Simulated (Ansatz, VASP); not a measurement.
## GeSb2Te4 in two plane-wave programs

Aim: how closely do two programs agree when they are given the same cell, functional and k mesh? The cell is taken from a series of runs on this material, whose earlier steps may have relaxed, scaled, displaced or heated it; both programs get it as it stands.

Method: plane waves, with VASP 6.6.1 beside it; PBE, in Ansatz 0.2.0.

## (1) The starting structure

It takes space group R3m (No. 160, trigonal). The conventional cell has a = 4.309 Å, b = 4.309 Å, c = 41.691 Å, α = 90.00°, β = 90.00°, γ = 120.00°. Nearest to Ge lie 6 Te at 2.86 to 3.32 Å. Nearest to Sb lie 6 Te at 3.02 to 3.21 Å. Sb has 6 Te at 3.03 to 3.16 Å nearest. Te has 3 Ge at 2.86 Å nearest. Nearest to Te lie 3 Sb at 3.02 Å. Nearest to Te lie 6 Sb at 3.16 to 3.21 Å. Farther neighbours and most contacts between anions are not listed.

As a file:

```xyz
7
Lattice="2.1547 1.2440 13.8971 -2.1547 1.2440 13.8971 0.0000 -2.4881 13.8971" Properties=species:S:1:pos:R:3 pbc="T T T"
Ge    0.0000    0.0000   23.7831
Sb    0.0000    0.0000   17.7825
Sb    0.0000    0.0000   41.6074
Te    0.0000    0.0000   36.2618
Te    0.0000    0.0000    5.5935
Te    0.0000    0.0000   29.6579
Te    0.0000    0.0000   12.0788
```

## (2) VASP: single point, PBE

With cell and atoms fixed, the geometry can't cause a difference; cores, projectors, grids and the points listed under the comparison can.

Lines of VASP's logs that name or quote its potential files are left out, and so is its time.

INCAR reads:

```
SYSTEM = GeSb2Te4
PREC = Accurate
ENCUT = 500
EDIFF = 1E-06
NELM = 120
ISMEAR = -1
SIGMA = 0.02
LREAL = .FALSE.
ALGO = Normal
GGA = PE
NBANDS = 31
LORBIT = 11
LWAVE = .FALSE.
LCHARG = .FALSE.
ISIF = 2
LASPH = .TRUE.
GGA_COMPAT = .FALSE.
EFERMI = MIDGAP
KPAR = 2
```

POSCAR reads:

```
GeSb2Te4
1.0
    2.1547300807      1.2440339921     13.8970814052
   -2.1547300807      1.2440339921     13.8970814052
    0.0000000000     -2.4880679842     13.8970814052
Ge Sb Te
1 2 4
Direct
    0.5704570000      0.5704570000      0.5704570000
    0.4265280000      0.4265280000      0.4265280000
    0.9979880000      0.9979880000      0.9979880000
    0.8697700000      0.8697700000      0.8697700000
    0.1341650000      0.1341650000      0.1341650000
    0.7113700000      0.7113700000      0.7113700000
    0.2897210000      0.2897210000      0.2897210000
```

KPOINTS reads:

```
Automatic mesh
0
Gamma
6 6 6
0 0 0
```

PAW data sets: Ge_d, Sb and Te (PBE family, release 64).

Run with:

```
$ mpirun -np 2 vasp_std
```

Numbers of over 12 decimals in the logs are rounded to 6 here.

The program printed:

```text
[banner, memory and clock lines left out]
running    2 mpi-ranks, on    1 nodes
 distrk:  each k-point on    1 cores,    2 groups
 distr:  one band on    1 cores,    1 groups

 POSCAR found type information on POSCAR GeSbTe
 POSCAR found :  3 types and       7 ions
 LDA part: xc-table for (Slater+PW92), standard interpolation
 POSCAR, INCAR and KPOINTS ok, starting setup
 FFT: planning ... GRIDC
 FFT: planning ... GRID_SOFT
 FFT: planning ... GRID
 WAVECAR not read
 entering main loop
       N       E                     dE             d eps       ncg     rms          rms(c)
DAV:   1     0.349606748097E+03    0.34961E+03   -0.18136E+04  2388   0.172E+03
DAV:   2     0.212609915480E+02   -0.32835E+03   -0.31245E+03  2320   0.413E+02
DAV:   3    -0.239667294935E+02   -0.45228E+02   -0.43343E+02  2456   0.118E+02
DAV:   4    -0.262413827821E+02   -0.22747E+01   -0.22517E+01  2384   0.312E+01
DAV:   5    -0.263238415899E+02   -0.82459E-01   -0.82392E-01  2922   0.603E+00    0.972E+00
DAV:   6    -0.261246257750E+02    0.19922E+00   -0.30838E-01  2747   0.359E+00    0.688E+00
DAV:   7    -0.261497680185E+02   -0.25142E-01   -0.31513E-01  2477   0.312E+00    0.125E+00
DAV:   8    -0.261300564276E+02    0.19712E-01   -0.75334E-02  2413   0.183E+00    0.517E-01
DAV:   9    -0.261288695887E+02    0.11868E-02   -0.20651E-02  2339   0.640E-01    0.428E-01
DAV:  10    -0.261288737470E+02   -0.41582E-05   -0.41514E-03  2461   0.263E-01    0.227E-01
DAV:  11    -0.261289968992E+02   -0.12315E-03   -0.60951E-04  2321   0.120E-01    0.985E-02
DAV:  12    -0.261290288498E+02   -0.31951E-04   -0.95952E-05  2526   0.532E-02    0.280E-02
DAV:  13    -0.261290329905E+02   -0.41408E-05   -0.24203E-05  2479   0.247E-02    0.134E-02
DAV:  14    -0.261290337483E+02   -0.75774E-06   -0.52479E-06  2340   0.107E-02
   1 F= -.26129034E+02 E0= -.26129032E+02  d E =-.330680E-05
```

OUTCAR, selected parts (step 2):

```text
ion  position               nearest neighbor table
   1  0.570  0.570  0.570-   4 2.86   4 2.86   4 2.86
   2  0.427  0.427  0.427-   5 3.02   5 3.02   5 3.02   6 3.21   6 3.21   6 3.21
   3  0.998  0.998  0.998-   7 3.03   7 3.03   7 3.03   6 3.16   6 3.16   6 3.16
   4  0.870  0.870  0.870-   1 2.86   1 2.86   1 2.86
   5  0.134  0.134  0.134-   2 3.02   2 3.02   2 3.02
   6  0.711  0.711  0.711-   3 3.16   3 3.16   3 3.16   2 3.21   2 3.21   2 3.21
   7  0.290  0.290  0.290-   3 3.03   3 3.03   3 3.03

  LATTYP: Found a trigonal (rhomboedric) cell.
 ALAT       =    14.1180506401
 COS(alpha) =     0.9534128359

 Subroutine GETGRP returns: Found  6 space group operations
 (whereof  6 operations were pure point group operations)

The static configuration has the point symmetry C_3v.

 Found     32 irreducible k-points:

   k-points           NKPTS =     32   k-points in BZ     NKDIM =     32   number of bands    NBANDS=     31

   dimension x,y,z NGX =   108 NGY =  108 NGZ =  108
   dimension x,y,z NGXF=   216 NGYF=  216 NGZF=  216

   ENCUT  =  500.0 eV  36.75 Ry    6.06 a.u.  25.74 25.74 25.74*2*pi/ulx,y,z

   NELECT =      48.0000    total number of electrons

 k-points in reciprocal lattice and weights: Automatic mesh
   0.00000000  0.00000000  0.00000000       0.005
   0.16666667  0.00000000  0.00000000       0.028
   0.33333333  0.00000000  0.00000000       0.028
   0.50000000  0.00000000  0.00000000       0.014
   0.16666667  0.16666667  0.00000000       0.028
   0.33333333  0.16666667  0.00000000       0.056
   0.50000000  0.16666667  0.00000000       0.056
  -0.33333333  0.16666667 -0.00000000       0.056
  -0.16666667  0.16666667  0.00000000       0.028
[...]
-0.33333333  0.50000000  0.33333333       0.028
   0.50000000  0.50000000  0.50000000       0.005

 average (electrostatic) potential at core
       1 -73.4332       2 -87.5999       3 -87.6057       4 -88.4255       5 -88.8318
       6 -88.6193       7 -88.8100

 E-fermi :   6.1064

 k-point     1 :       0.0000    0.0000    0.0000
  band No.  band energies     occupation
    ...
     20       4.5916      2.00000
     21       4.6221      2.00000
     22       4.6221      2.00000
     23       4.9498      2.00000
     24       5.8227      2.00000
     25       6.4172      0.00000
     26       6.4172      0.00000
     27       6.4212      0.00000
     28       7.2336      0.00000
     29       7.2336      0.00000
    ...

 k-point     2 :       0.1667    0.0000    0.0000
  band No.  band energies     occupation
    ...
     20       4.3182      2.00000
     21       4.5285      2.00000
     22       4.7670      2.00000
     23       5.3583      2.00000
     24       5.7534      2.00000
     25       6.5899      0.00000
     26       6.6575      0.00000
     27       6.9526      0.00000
     28       7.7207      0.00000
     29       7.8475      0.00000
    ...

 k-point     3 :       0.3333    0.0000    0.0000
  band No.  band energies     occupation
    ...
     20       3.8612      2.00000
     21       3.8770      2.00000
     22       4.4917      2.00000
     23       4.7167      2.00000
     24       5.0219      2.00000
     25       6.9248      0.00000
     26       7.0713      0.00000
     27       7.6328      0.00000
     28       7.8324      0.00000
     29       8.1372      0.00000
    ...

  Total       -0.0027823     -0.0027823      0.4211528      0.0000000      0.0000000      0.0000000
  in kB       -0.0199444     -0.0199444      3.0189110      0.0000000      0.0000000      0.0000000
  external PRESSURE =       0.9930074 kB  Pullay stress =       0.0000000 kB

  energy-cutoff  :      500.00
  volume of cell :      223.51
      direct lattice vectors                 reciprocal lattice vectors
     2.154730081  1.244033992 13.897081405     0.232047626  0.133972759  0.023985852
    -2.154730081  1.244033992 13.897081405    -0.232047626  0.133972759  0.023985852
     0.000000000 -2.488067984 13.897081405     0.000000000 -0.267945519  0.023985852

 POSITION                                       TOTAL-FORCE (eV/Angst)
 -----------------------------------------------------------------------------------
      0.00000      0.00000     23.78306         0.000000      0.000000     -0.035545
      0.00000      0.00000     17.78248         0.000000      0.000000      0.044991
      0.00000      0.00000     41.60736         0.000000      0.000000     -0.055891
      0.00000      0.00000     36.26179         0.000000      0.000000      0.080596
      0.00000      0.00000      5.59351         0.000000      0.000000     -0.012720
      0.00000      0.00000     29.65790         0.000000     -0.000000      0.018588
      0.00000      0.00000     12.07883         0.000000     -0.000000     -0.040020
 -----------------------------------------------------------------------------------
    total drift:                               -0.000000     -0.000000      0.000298

  FREE ENERGIE OF THE ION-ELECTRON SYSTEM (eV)
  ---------------------------------------------------
  free  energy   TOTEN  =       -26.1290337483 eV

  energy  without entropy=      -26.1290304415  energy(sigma->0) =      -26.12903209

 total charge
# of ion       s       p       d       tot
------------------------------------------
    1        1.308   0.797  10.001  12.106
    2        1.288   0.969   0.046   2.304
    3        1.294   0.963   0.048   2.305
    4        1.395   1.912   0.025   3.332
    5        1.414   1.874   0.028   3.316
    6        1.395   1.932   0.031   3.358
    7        1.401   1.899   0.032   3.332
--------------------------------------------------
tot          9.495  10.346  10.212  30.053

[... 3 further parts left out ...]
```

The run ends at a pressure of 0.10 GPa, with forces up to 0.081 eV/Å.

## (3) Ansatz: single point, PBE

Ansatz runs on its PAW soft_1 files.

The same cell, functional, mesh and smearing now go to Ansatz, which takes its cutoff from its data sets.

input.yaml reads:

```yaml
crystal:
  lattice:
    - [2.1547300807, 1.2440339921, 13.8970814052]
    - [-2.1547300807, 1.2440339921, 13.8970814052]
    - [0.0, -2.4880679842, 13.8970814052]
  atoms:
    - { symbol: Ge, position: [0.570457, 0.570457, 0.570457] }
    - { symbol: Sb, position: [0.426528, 0.426528, 0.426528] }
    - { symbol: Sb, position: [0.997988, 0.997988, 0.997988] }
    - { symbol: Te, position: [0.86977, 0.86977, 0.86977] }
    - { symbol: Te, position: [0.134165, 0.134165, 0.134165] }
    - { symbol: Te, position: [0.71137, 0.71137, 0.71137] }
    - { symbol: Te, position: [0.289721, 0.289721, 0.289721] }
kpoints:
  mp_grid: { grid: [6, 6, 6] }
  band_path:
    path:
      - [[0.0, 0.0, 0.0], [0.5, 0.5, 0.5], [0.82799106, 0.17200894, 0.5]]
      - [[0.5, -0.17200894, 0.17200894], [0.5, 0.0, 0.0], [0.0, 0.0, 0.0], [0.33600447, -0.33600447, 0.0]]
      - [[0.66399553, 0.0, 0.33600447], [0.5, 0.0, 0.5], [0.0, 0.0, 0.0]]
    npoints: 10
hamiltonian:
  xc: pbe
  pseudopotentials: { kind: paw, azcp: { folder: soft_1 } }
scf:
  occupations: { method: fermi_dirac, width: 0.02 }
  n_extra_bands: 6
output:
  eigenvalues: true
  forces: true
  stress: true
  write_density: true
  write_potential: true
  elf: true
  volumetric_format: npy
```

Run with:

```
$ ansatz run input.yaml --threads 2 --pin off --max-ram 73728MiB --backend cuda --events-out ev --progress --plain --runs-dir out --devices 1 --max-vram 13GiB
```

The program printed:

```text
basis.fft_grid_basis auto: the FFT boxes are laid along the combinations [[1, -1, 0], [0, 1, 0], [0, -1, 1]] of the cell's own vectors, 4.309, 14.118 and 4.309 Å long. The dense box has 30×96×30 points. Along the cell's own vectors, as sized, it would have 96×96×96, 10.24 times as many. Of the 6 symmetry operations that the crystal satisfies within crystal.symmetry.tolerance (time reversal apart; of a slab, those tha [...]
scf.n_extra_bands = 6 over 54 filled bands (N_el = 108.0): the run solves 60 bands
GPUs: using 1 of 1 available (devices: 1).
Engine: ansatz 0.2.0, x86_64-unknown-linux-gnu
Pseudopotentials: kind: paw
Pseudopotential: Ge, paw, valence charge 14, recommended cutoff 420 eV (normal), soft_1/Ge.paw.azcp
Pseudopotential: Sb, paw, valence charge 15, recommended cutoff 420 eV (normal), soft_1/Sb.paw.azcp
Pseudopotential: Te, paw, valence charge 16, recommended cutoff 420 eV (normal), soft_1/Te.paw.azcp
Functional definition: PBE
  parameter kappa = 0.804
  parameter beta = 0.066725
  exchange = pbe_x(kappa = kappa, mu = beta*pi^2/3)
  correlation = pbe_c(beta = beta)
device memory: the entry about to start is reckoned to put 3.9 GiB on a device that reports 66.7 GiB free (of which the cap on the GPU budget leaves the run 13.0 GiB)
GPU FFT provider: cuFFT
GPU libraries: cuBLAS 13.8.2, cuFFT 12.4.0, cuSOLVER 12.3.4
Crystal: 7 atoms, lattice volume = 223.512 Å³
Basis set: ecut = 420 eV, 4337 PW (Γ), FFT grids on a1−a2, a2, −a2+a3, exchange–correlation on 60×192×60 points (8 copies of the dense FFT grid, shifted against one another)
Bands: 60, of which v1, the nominal top of the filled ones, is band 54 counted from 1 (53 counted from 0)
Symmetry: 6 space group operations
Space group: R3m (ITA 160), of the structure as read, at distance tolerance 6.1e-5 Å
k-points: 32 of 216 (time reversal used)
Non-local potential: Ge, projectors of the file, l = 0: 2, l = 1: 2, l = 2: 3, l = 3: 1
Non-local potential: Sb, projectors of the file, l = 0: 2, l = 1: 2, l = 2: 2, l = 3: 1
Non-local potential: Te, projectors of the file, l = 0: 2, l = 1: 2, l = 2: 2, l = 3: 1
PAW form: soft (Blöchl's): semilocal exchange-correlation on the pseudo side does not see the compensation charge
PAW one-centre angular grid: Ge, 590 points (default); XC on 64 Gauss nodes
PAW one-centre angular grid: Sb, 590 points (default); XC on 64 Gauss nodes
PAW one-centre angular grid: Te, 590 points (default); XC on 64 Gauss nodes
Initial density: superposition of atomic densities (chi_scale 0.1, normalization cell, long waves kept (reshape's long-wave potential 0.10 eV rms))
Initial wavefunctions: pseudopotential atomic-orbital guess
GPU buffer pool allocated for 86400 grid points (all kernels)
GPU transforms: local potential and band sums: pruned to the plane-wave sphere, on 30×96×30
Functional: x = pbe(κ = 0.804, μ = 0.219515), c = pbe(β = 0.066725)
SCF iter   1: F=—  HF=-45185.299002 eV  |F-HF|=—  |Δ(HF+E_count)|=         —  Δρ=1.51e-2  dr2=1.89e0  ethr=3.10e-3  ⟨swp⟩=6.7  Hψ=7520  notcnv=0
preconditioner: auto → Resta (q_TF=auto, 2.417 Å⁻¹)  ε∞=5.5  [insulator: Δε(μ)=0.449 eV  Ē_g=7.202 eV  σ=0.020 eV  W_gap=1.00  n_scr=58 (ndim 8)  ℏωp=15.3 eV  f_vac=0.008  D(μ)=0.00/eV (n_scr^D=0)  ε∞_Penn≈5.5]
SCF iter   2: F=—  HF=-45185.133704 eV  |F-HF|=—  |Δ(HF+E_count)|=   1.65e-1  Δρ=8.82e-3  dr2=3.22e-1  ethr=1.75e-3  ⟨swp⟩=2.8  Hψ=2521  notcnv=0  defer=38
SCF iter   3: F=—  HF=-45185.113788 eV  |F-HF|=—  |Δ(HF+E_count)|=   1.99e-2  Δρ=5.01e-3  dr2=9.05e-2  ethr=2.98e-4  ⟨swp⟩=3.0  Hψ=2437  notcnv=0  defer=39
SCF iter   4: F=—  HF=-45185.112533 eV  |F-HF|=—  |Δ(HF+E_count)|=   1.25e-3  Δρ=1.13e-3  dr2=6.14e-3  ethr=8.38e-5  ⟨swp⟩=2.7  Hψ=2342  notcnv=0  defer=39
SCF iter   5: F=—  HF=-45185.113358 eV  |F-HF|=—  |Δ(HF+E_count)|=   8.25e-4  Δρ=4.52e-4  dr2=4.64e-3  ethr=5.69e-6  ⟨swp⟩=2.2  Hψ=2699  notcnv=0  defer=38
SCF iter   6: F=—  HF=-45185.113462 eV  |F-HF|=—  |Δ(HF+E_count)|=   1.04e-4  Δρ=2.09e-4  dr2=3.49e-4  ethr=4.30e-6  ⟨swp⟩=2.0  Hψ=2066  notcnv=0  defer=38
SCF iter   7: F=—  HF=-45185.113707 eV  |F-HF|=—  |Δ(HF+E_count)|=   2.45e-4  Δρ=8.04e-5  dr2=2.66e-5  ethr=3.23e-7  ⟨swp⟩=2.1  Hψ=2610  notcnv=0  defer=37
SCF iter   8: F=—  HF=-45185.113950 eV  |F-HF|=—  |Δ(HF+E_count)|=   2.43e-4  Δρ=2.79e-5  dr2=2.38e-6  ethr=2.46e-8  ⟨swp⟩=2.0  Hψ=2807  notcnv=0  defer=37
SCF iter   9: F=—  HF=-45185.113951 eV  |F-HF|=—  |Δ(HF+E_count)|=   1.43e-6  Δρ=1.11e-5  dr2=3.08e-7  ethr=2.20e-9  ⟨swp⟩=2.0  Hψ=2910  notcnv=0  defer=37
SCF iter  10: F=-45185.113952 eV  HF=-45185.113952 eV  |F-HF|=9.60e-8  |Δ(HF+E_count)|=   1.85e-7  Δρ=4.45e-6  dr2=5.15e-8  ethr=9.26e-11  ⟨swp⟩=15.3  Hψ=17871  notcnv=0
SCF 1 converged in 10 iterations: F = -45185.113952 eV  dr2 = 5.15e-8
  greatest PAW one-centre occupation: 0.998 electrons in one spin orbital (limit 2), on the Ge atom at site 0 (counted from 0), in its partial waves of l = 2
device memory: the entry about to start is reckoned to put 3.1 GiB on a device that reports 73.8 GiB free (of which the cap on the GPU budget leaves the run 13.0 GiB)
NSCF: frozen V_eff on 73 k-points
SCF converged after 10 iterations
Free energy (F): -45185.113952 eV
Harris-Foulkes:  -45185.113952 eV  (|F-HF|=9.60e-8)
Internal energy: -45185.113949 eV  (E = F + TS)
E sigma→0 (E₀):  -45185.113950 eV
Entropy (-TS):   -0.000003 eV (-0.000 meV/atom)
Fermi energy:    8.995404 eV
--- Per-component energies (eV) ---
  E_band       = -1567.794003
  E_kinetic    = 1099.165958
  E_local      = -12150.753202  (includes V_loc(G=0)·N_el)
  E_nonlocal   = 1250.608657
  E_hartree    = 5725.537976
  E_xc         = -759.045073
  E_vxc        = -653.208271  (∫ρ·V_xc dr)
  E_paw        = -29771.281144  (= ΣΔE_a)
  E_vpaw       = -2564.679422  (= ΣTr[D̂ρ^β])
  E_aug_tail   = 0.000646  (compensation charges beyond the density's cutoff)
  E_ewald      = -10579.347766
  E_smearing   = -0.000003  (= −TS)
  E_closure    = 0.000000  (closes the sum)
  Σ components = -45185.113952   (vs F -45185.113952, Δ=0.00e0)
--- Forces (eV/Å), atoms counted from 1 ---
  atom   1  Ge     0.00000000     0.00000000    -0.04871660
  atom   2  Sb     0.00000000     0.00000000     0.07059996
  atom   3  Sb     0.00000000     0.00000000    -0.06882569
  atom   4  Te     0.00000000    -0.00000000     0.09288219
  atom   5  Te     0.00000000     0.00000000    -0.03097712
  atom   6  Te     0.00000000    -0.00000000     0.01580664
  atom   7  Te     0.00000000    -0.00000000    -0.03075033
  max |Σ_I F_I| component: 1.90e-5 eV/Å
--- Stress (GPa, compression-positive) ---
        0.025528       0.000000      -0.000000
        0.000000       0.025528      -0.000000
       -0.000000      -0.000000       0.329623
  P = ⅓ Tr σ = 0.1269 GPa (1.269 kbar)
--- Band table (eV; the first three rows and the last of 32) ---
  k-point 0: bands = [... 50 lower, 7.5098, 7.5098, 7.8481, 8.7055, 9.3040, 9.3040, 9.3185, 10.1224, ... 2 higher]
  k-point 1: bands = [... 50 lower, 7.4139, 7.6539, 8.2435, 8.6386, 9.4832, 9.5430, 9.8419, 10.6164, ... 2 higher]
  k-point 2: bands = [... 50 lower, 6.7632, 7.3773, 7.6009, 7.9073, 9.8197, 9.9557, 10.5206, 10.7238, ... 2 higher]
  k-point 31: bands = [... 50 lower, 7.6268, 7.6268, 7.6322, 8.7822, 9.1986, 9.1986, 9.2619, 10.2490, ... 2 higher]
```

In the SCF lines HF is the Harris–Foulkes energy and dr2 the Hartree energy of the density residual, in eV; the loop may stop once dr2 is under the threshold and the program's other checks hold. Hψ counts applications of the Hamiltonian.

## (4) Comparison

Known differences besides the potentials themselves: the data sets hold 108 valence electrons in Ansatz (on its PAW soft_1 files) and 48 in VASP; the cutoff is 420 eV in Ansatz and 500 eV in VASP. Total energies have different zeros and are not compared.

The two programs side by side:

| quantity | Ansatz | VASP | difference |
| --- | --- | --- | --- |
| pressure (GPa) | 0.13 | 0.10 | +0.03 |
| gap on the k mesh (eV) | 0.356 | 0.346 | +0.010 |

Forces (eV/Å; atoms numbered as in POSCAR):

| atom | Ansatz x, y, z | VASP x, y, z |
| --- | --- | --- |
| Ge1 | 0.000, 0.000, -0.049 | 0.000, 0.000, -0.036 |
| Sb2 | 0.000, 0.000, 0.071 | 0.000, 0.000, 0.045 |
| Sb3 | 0.000, 0.000, -0.069 | 0.000, 0.000, -0.056 |
| Te4 | 0.000, 0.000, 0.093 | 0.000, 0.000, 0.081 |
| Te5 | 0.000, 0.000, -0.031 | 0.000, 0.000, -0.013 |
| Te6 | 0.000, 0.000, 0.016 | 0.000, 0.000, 0.019 |
| Te7 | 0.000, 0.000, -0.031 | 0.000, 0.000, -0.040 |

The forces differ by 8.7 meV/Å r.m.s., which is 32.4 % of the r.m.s. force of 0.027 eV/Å (both taken over all components). A gap on the mesh is an upper bound, since the band edges may lie between its points.

## (5) Results

```yaml
difference_in_gap_on_the_k_mesh_single_point_pbe: 0.010 eV
r_m_s_force_difference_single_point_pbe: 8.7 meV/Å
```

In words: The r.m.s. force difference is 8.7 meV/Å (single point, PBE), within the 12 meV/Å picked in this series as the mark of a large difference. The data sets hold unlike numbers of valence electrons (108 in Ansatz and 48 in VASP), so part of the differences may come from the potentials. Such differences can come from data sets, numerical settings and the points named under the comparisons, not from the functional's error against experiment.

[Lines on the potential files, build, host, timing and source positions are cut from VASP's logs without a mark.]

[Logs are printed without paths, hosts, clocks, repeated set-up lines and the standing remarks that a program may print on its own settings, such as how far it seeks lower states.]

[Hosts, paths, dates, database ids (printed as entryN), source tags and the programs' standing remarks are cut or masked in the printed files.]
